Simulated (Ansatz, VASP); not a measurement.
# ZrSi6 in VASP and in Ansatz

INCAR

```
SYSTEM = ZrSi6
  PREC = Accurate
  ENCUT = 600
  EDIFF = 1E-7
  ISMEAR = 0
  SIGMA = 0.1
  LREAL = .FALSE.
  LASPH = .TRUE.
  NELM = 100
  ALGO = Normal
  ISIF = 3
  LWAVE = .FALSE.
  LCHARG = .FALSE.
  GGA = PE
  IBRION = 2
  NSW = 100
  EDIFFG = -0.01
```

The input KPOINTS:

```
regular mesh
0
G
  8 8 8
  0 0 0
```

POSCAR

```
ZrSi6
1.0
    5.6585807471      0.0000000000      0.0000000000
    0.0000000000      5.6585807471      0.0000000000
    0.0000000000      0.0000000000      5.6585807471
Zr Si
1 6
Direct
    0.0000000000      0.0000000000      0.0000000000
    0.1973506849      0.5000000000      0.5000000000
    0.5000000000      0.1973506849      0.5000000000
    0.8026493151      0.5000000000      0.5000000000
    0.5000000000      0.8026493151      0.5000000000
    0.5000000000      0.5000000000      0.1973506849
    0.5000000000      0.5000000000      0.8026493151
```

Input for Ansatz:

```yaml
crystal:
  lattice:
    - [5.6585807471, 0.0, 0.0]
    - [0.0, 5.6585807471, 0.0]
    - [0.0, 0.0, 5.6585807471]
  atoms:
    - { symbol: Zr, position: [0.0, 0.0, 0.0] }
    - { symbol: Si, position: [0.1973506849, 0.5, 0.5] }
    - { symbol: Si, position: [0.5, 0.1973506849, 0.5] }
    - { symbol: Si, position: [0.8026493151, 0.5, 0.5] }
    - { symbol: Si, position: [0.5, 0.8026493151, 0.5] }
    - { symbol: Si, position: [0.5, 0.5, 0.1973506849] }
    - { symbol: Si, position: [0.5, 0.5, 0.8026493151] }
basis:
  ecutwfc: 420
kpoints:
  mp_grid: { grid: [8, 8, 8] }
hamiltonian:
  xc: pbe
scf:
  occupations: { method: gaussian, width: 0.1 }
output:
  forces: true
  stress: true
  eigenvalues: true
  write_density: true
  write_potential: true
  elf: true
  volumetric_format: npy
relax:
  adjacent_minimum: "off"
  f_tol: 0.01
  max_steps: 80
  cell: { stress_tol: 0.05 }
```

Change from the starting cell: species swapped into the YB6 type (Pm-3m, No. 221).

Alike in both runs: task relaxation of cell and atoms; functional PBE; k mesh 8 × 8 × 8; occupations gaussian, width 0.1 eV; no spin polarisation.

|  | VASP | Ansatz |
| --- | --- | --- |
| version | VASP 6.6.1 | Ansatz 0.2.0 |
| potentials or method | VASP PAW PBE potentials, release 64 (Zr_sv, Si) | scalar-relativistic, plane waves, PAW |
| plane-wave cutoff (eV) | 600 | 420 |
| valence electrons in the cell | 36 | 36 |

VASP gave:

- gap on the k mesh at the Fermi level, each at its own relaxed structure (eV): none
- relaxed volume (Å³/atom): 26.58
- relaxed cell length with the largest relative difference (Å): 5.709
- energy change over the relaxation (meV/atom): -2

Which values does Ansatz return?

gap on the k mesh at the Fermi level, each at its own relaxed structure (eV): none; relaxed volume (Å³/atom): 26.63; relaxed cell length with the largest relative difference (Å): 5.712; energy change over the relaxation (meV/atom): -3.

A gap of «none» marks a metal or a gap that the smearing closes.
